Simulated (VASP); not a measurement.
Os:

```xyz
2
Lattice="2.7341 0.0000 0.0000 -1.3671 2.3678 0.0000 0.0000 0.0000 4.3197" Properties=species:S:1:pos:R:3 pbc="T T T"
Os    1.3671    0.7893    3.2398
Os    0.0000    1.5785    1.0799
```

| Property | Result |
| --- | --- |
| Program | VASP 6.6.1 |
| Task | relaxation of cell and atoms |
| Functional | BEEF-vdW |
| Potentials or basis | VASP PAW PBE potentials, release 64 (Os) |
| Cutoff | 600 eV |
| k mesh | 11 × 11 × 6 |
| Occupations | fermi-dirac, width 0.05 eV |
| Spin | no spin polarisation |

At the start: pressure 9.6 GPa; volume 13.98 Å³/atom.

Where does the relaxation end?

Over 9 steps the energy falls by 9.5 meV/atom and the volume is 14.31 Å³/atom (+2.3 %); space group P6_3/mmc (No. 194, to 0.05 Å).

The path:
```tsv
step	energy change (eV)	largest force (eV/Å)	pressure (GPa)	volume (Å³)
1	0.0000	0.0000	9.61	27.96
2	0.2714	0.0000	-29.28	31.50
3	-0.0189	0.0000	-0.43	28.65
4	-0.0190	0.0000	-0.03	28.62
5	-0.0190	0.0000	0.18	28.61
6	-0.0190	0.0000	0.17	28.61
7	-0.0190	0.0000	0.19	28.61
8	-0.0189	0.0000	-0.42	28.65
9	-0.0190	0.0000	0.03	28.62
```

Final structure:
```
Os
1.0
     2.75557    0.00000    0.00000
    -1.37779    2.38640    0.00000
     0.00000    0.00000    4.35212
Os
2
Direct
  0.66667 0.33333 0.75000
  0.33333 0.66667 0.25000
```

Caveat: the PAW data sets were made with another functional, which shifts forces and pressure a little.
